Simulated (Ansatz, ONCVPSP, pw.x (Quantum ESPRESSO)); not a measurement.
**C (Z = 6): one change to the ONCV potential, in the atom and in the fcc crystal**

- Element: C
- Generator: ONCVPSP 4.0.1.1 (patched build)
- Type: optimised norm-conserving Vanderbilt (ONCV)
- Functional: PBE
- Relativity: scalar-relativistic
- Frozen core: [He]
- Valence charge: 4
- Reference configuration: 2s1.75 2p2.25
- Partial waves: 2s: rc 1.05 bohr, ncon 4, nbas 8, qcut 7.7 1/bohr, 1 projector; 2p: rc 3.00 bohr, ncon 3, nbas 7, qcut 5.4 1/bohr, 1 projector
- Local potential: polynomial inside 0.85 bohr (lpopt 3, dvloc0 1 Ha)
- Core correction: Teter function, fcfact 5.5, rcfact 1.05

Change: s: qcut 7.1; p: qcut 5.

Cutoffs, loose and tight: the cutoffs (Ha) at which the residual kinetic energy of the hardest occupied pseudo-wave falls to 1 and 0.1 mHa per electron. They do not see the model core or the augmentation charge, which bear on the density cutoff. Test errors are all-electron minus pseudo excitation energies from the reference, over the configurations 2s2 2p2; 2s2 2p1; 2s2 2p0; 2s1 2p3; variants that change the core or the reference have their own tests.

Crystal test: fcc C in pw.x 7.5, no spin, 18³ k-points, Fermi–Dirac smearing 0.01 Ry, cutoffs set for each file from its atomic test. The reference is all-electron LAPW (Ansatz 0.2.0) with the same functional, mesh and smearing; V0 and B0 come from Birch–Murnaghan fits to the pressures at five volumes. Errors are pseudo minus all-electron; Δ is the rms difference of the E(V) curves that follow from these fits, minima aligned, over ±6 % about the mean V0. Mesh and smearing are coarse, so the numbers serve the comparison and aren't converged zero-temperature values; the lattice is a test structure that the element need not adopt.

All-electron: a0 = 3.083 Å (V0 = 7.33 Å³/atom), B0 = 151.8 GPa.

Does the change bring the crystal closer to the all-electron result?

The mean pressure error goes from +8.04 to +10.24 GPa, so the change moves the solid further from the all-electron pressures.

```tsv
quantity	base	changed
outcome (atom)	generated	generated
cutoff, loose (atom)	21 Ha	20 Ha
cutoff, tight (atom)	27 Ha	27 Ha
bound ghosts (atom)	none	none
largest test error (meV) (atom)	+1173	+1363
cutoffs in pw.x (Ry)	65/260	65/260
a0 (Å)	3.142	–
a0 error (%)	+1.90	–
B0 error (%)	-12.6	–
Δ (meV/atom)	13.0	–
mean pressure error (GPa)	+8.04	+10.24
```

A dash: not determined, or the minimum lies outside the volumes sampled.

Base: The largest radius (3.00 bohr) exceeds half the bond length (2.07 bohr), so the spheres overlap, which is one possible source of error among others. This is a poor potential for the solid. Changed file: The largest radius (3.00 bohr) exceeds half the bond length (2.07 bohr), so the spheres overlap, which is one possible source of error among others. This is a poor potential for the solid.
